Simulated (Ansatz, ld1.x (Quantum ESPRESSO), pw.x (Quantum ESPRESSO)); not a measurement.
**What a changed setting does to a pw.x run (sc Te)**

Potential: norm-conserving Troullier–Martins (Kleinman–Bylander form), ld1.x (Quantum ESPRESSO) 7.5, PBE; core [Kr] 4d10, reference 5s1.75 5p4.25; waves: 5s (bound): rc 1.50 bohr; 5d channel at -0.05 Ry: rc 2.60 bohr; 5p (bound): rc 2.40 bohr; local part: the p channel; core correction: none.

The reference run (k-mesh 10³, cutoffs 135/540 Ry, Fermi–Dirac 0.01 Ry, mixing_beta 0.4, conv_thr 1e-9, no spin) gives -0.26 GPa at 32.928 Å³/atom, where all-electron LAPW gives -0.11 GPa. This run, with its own iteration cap, changes k-mesh points per axis to 20.

```
&control
  calculation='scf', prefix='x', pseudo_dir='./', outdir='./tmp', tstress=.true., disk_io='none'
/
&system
  ibrav=0, nat=1, ntyp=1, ecutwfc=135, ecutrho=540, nbnd=10,
  occupations='smearing', smearing='fd', degauss=0.01
/
&electrons
  conv_thr=1e-09, mixing_beta=0.4, electron_maxstep=60
/
ATOMIC_SPECIES
Te 1.0 Te.UPF
CELL_PARAMETERS angstrom
  3.20519988 0.00000000 0.00000000
  0.00000000 3.20519988 0.00000000
  0.00000000 0.00000000 3.20519988
ATOMIC_POSITIONS crystal
Te 0.0000 0.0000 0.0000
K_POINTS automatic
20 20 20 0 0 0
```

```bash
pw.x < Te.scf.in > Te.scf.out
```

Problem. How does the run end?

Solution. It converges in 6 iterations; the free energy moves by +2.5 meV/atom and the pressure by -0.02 GPa.

```
Message from routine setup:
     using ibrav=0 with symmetry is DISCOURAGED, use correct ibrav instead
     lattice parameter (alat)  =       6.0569  a.u.
     unit-cell volume          =     222.2092 (a.u.)^3
     number of electrons       =         6.00
     number of Kohn-Sham states=           10
     kinetic-energy cutoff     =     135.0000  Ry
     charge density cutoff     =     540.0000  Ry
     scf convergence threshold =      1.0E-09
     Exchange-correlation= PBE
     number of k points=   286  Fermi-Dirac smearing, width (Ry)=  0.0100
     iteration #  1     ecut=   135.00 Ry     beta= 0.40
     total energy              =     -16.35535335 Ry
     estimated scf accuracy    <       0.00127558 Ry
     iteration #  2     ecut=   135.00 Ry     beta= 0.40
     total energy              =     -16.35549270 Ry
     estimated scf accuracy    <       0.00044243 Ry
     iteration #  3     ecut=   135.00 Ry     beta= 0.40
     total energy              =     -16.35551189 Ry
     estimated scf accuracy    <       0.00000627 Ry
     iteration #  4     ecut=   135.00 Ry     beta= 0.40
     total energy              =     -16.35551235 Ry
     estimated scf accuracy    <       0.00000003 Ry
     iteration #  5     ecut=   135.00 Ry     beta= 0.40
     total energy              =     -16.35551236 Ry
     estimated scf accuracy    <          6.1E-09 Ry
     iteration #  6     ecut=   135.00 Ry     beta= 0.40
     the Fermi energy is     6.4452 ev
!    total energy              =     -16.35551236 Ry
     estimated scf accuracy    <          5.9E-11 Ry
     smearing contrib. (-TS)   =      -0.00258394 Ry
     The total energy is F=E-TS. E is the sum of the following terms:
     one-electron contribution =       3.17269617 Ry
     hartree contribution      =       0.90235036 Ry
     xc contribution           =      -3.56425474 Ry
     ewald contribution        =     -16.86372021 Ry
     convergence has been achieved in   6 iterations
          total   stress  (Ry/bohr**3)                   (kbar)     P=       -2.74
     Message from routine punch:
     Nothing written, as per user request (disk_io='none')
```

The run took about 2 min on one core of a shared host (Neoverse-V2, 32 threads, 247 GiB, load 20).
